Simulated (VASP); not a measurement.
A run of VASP 6.6.1 is set up as follows.

File INCAR:

```
SYSTEM = AlP
  PREC = Accurate
  ENCUT = 520
  EDIFF = 1E-6
  ISMEAR = 0
  SIGMA = 0.1
  LREAL = .FALSE.
  LASPH = .TRUE.
  NELM = 100
  ALGO = Fast
  ISIF = 2
  LWAVE = .FALSE.
  LCHARG = .FALSE.
  GGA = PE
  NBANDS = 11
```

Contents of KPOINTS:

```
Automatic mesh
0
G
  6 6 6
  0 0 0
```

The input POSCAR:

```
AlP
1.0
    0.0000000000      2.7255000000      2.7255000000
    2.7255000000      0.0000000000      2.7255000000
    2.7255000000      2.7255000000      0.0000000000
Al P
1 1
Direct
    0.0000000000      0.0000000000      0.0000000000
    0.2500000000      0.2500000000      0.2500000000
```

Potentials or basis: VASP PAW PBE potentials, release 64 (Al, P).

Command:

```sh
$ cat potpaw_PBE.64/Al/POTCAR potpaw_PBE.64/P/POTCAR > POTCAR
$ mpirun -np 1 vasp_std > vasp.out
```

Q: What does it give for the band gap on the k mesh?

A: 1.57 eV, indirect (least direct gap 3.35 eV).

Q: Estimate the pressure.

A: 2.7 GPa.

**What was measured.**

From a printed reference work, data compilation, for a bulk crystal of AlP at 4.2 K: band gap 2.505 eV (indirect).

A measured gap of AlP is 2.505 eV (indirect; 4.2 K; a printed reference work, data compilation); the calculated 1.57 eV misses it by -0.94 eV. The value is that of PBE on a finite k mesh, which can miss the band edges, without temperature or zero-point motion. Semilocal functionals fall short of measured gaps as a rule.
